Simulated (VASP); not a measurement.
The system is ZrO2.

```
Zr O
1.0
     0.00000    2.53289    2.53289
     2.53289    0.00000    2.53289
     2.53289    2.53289    0.00000
Zr O
1 2
Direct
  0.00000 0.00000 0.00000
  0.25000 0.25000 0.25000
  0.75000 0.75000 0.75000
```

Measurements of this composition are mostly on another form, of space group No. 14.

Base run:

```yaml
Program: VASP 6.6.1
Functional: PBEsol
Potentials_or_basis: VASP PAW PBE potentials, release 64 (Zr_sv, O)
Cutoff: 520 eV
k_mesh: 8 × 8 × 8
Occupations: gaussian, width 0.02 eV
Spin: no spin polarisation
```

Its results: band gap on the k mesh 3.32 eV, indirect (least direct gap 3.75 eV).

**Question.** The run is repeated on the same cell with these changes: functional from PBEsol to r2SCAN. What comes out?

**Answer.** Band gap on the k mesh 3.91 eV, indirect (least direct gap 4.33 eV).

r2SCAN gives the wider gap, since meta-GGAs in the generalised Kohn-Sham scheme recover part of the derivative discontinuity.
